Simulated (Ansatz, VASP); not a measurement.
# AlN: VASP beside Ansatz

File INCAR:

```
PREC = Accurate ; ENCUT = 520
EDIFF = 1E-7 ; ISMEAR = 0
SIGMA = 0.05 ; LREAL = False
LASPH = True ; NELM = 100
ALGO = Normal ; ISIF = 2
LWAVE = False ; LCHARG = True
GGA = PE ; LELF = True
LVHAR = True ; NBANDS = 11
```

Contents of KPOINTS:

```
Automatic mesh
0
Gamma
  10 10 10
```

POSCAR

```
AlN
1.0
    0.0000000000      2.2562903708      2.2562903708
    2.2562903708      0.0000000000      2.2562903708
    2.2562903708      2.2562903708      0.0000000000
Al N
1 1
Direct
   -0.0022875944      0.0022875944      0.0022875944
    0.7544065694      0.7455934306      0.7455934306
```

Input for Ansatz:

```yaml
crystal:
  lattice:
    - [0.0, 2.2562903708, 2.2562903708]
    - [2.2562903708, 0.0, 2.2562903708]
    - [2.2562903708, 2.2562903708, 0.0]
  atoms:
    - { symbol: Al, position: [-0.0022875944, 0.0022875944, 0.0022875944] }
    - { symbol: "N", position: [0.7544065694, 0.7455934306, 0.7455934306] }
basis:
  ecutwfc: 520.0
kpoints:
  mp_grid: { grid: [10, 10, 10] }
hamiltonian:
  xc: pbe
  pseudopotentials: { kind: paw, azcp: { folder: soft_1 } }
scf:
  occupations: { method: gaussian, width: 0.05 }
output:
  forces: true
  stress: true
  eigenvalues: true
```

Change from the starting cell: mode 4 frozen in at -0.019 Å, equal normal strain along x, y and z +0.0250.

Alike in both runs: task single point; functional PBE; k mesh 10 × 10 × 10; occupations gaussian, width 0.05 eV; no spin polarisation.

|  | VASP | Ansatz |
| --- | --- | --- |
| version | VASP 6.6.1 | Ansatz 0.2.0 |
| potentials or method | VASP PAW PBE potentials, release 64 (Al, N) | scalar-relativistic, plane waves, PAW |
| plane-wave cutoff (eV) | 520 | 520 |
| valence electrons in the cell | 8 | 8 |

Ansatz gave:

| Property | Result |
| --- | --- |
| gap on the k mesh at the Fermi level (eV) | 3.19 |
| least direct gap on the mesh (eV) | 3.28 |
| pressure (GPa) | -12.3 |
| largest component of the traceless stress (GPa) | 0.95 |
| rms of the force components (eV/Å) | 0.191 |

What did VASP give for the same quantities?

gap on the k mesh at the Fermi level (eV): 3.18; least direct gap on the mesh (eV): 3.28; pressure (GPa): -12.5; largest component of the traceless stress (GPa): 0.95; rms of the force components (eV/Å): 0.192.

Atom by atom the forces differ by 0.000 eV/Å (rms over components).

A k mesh can miss the band edges.
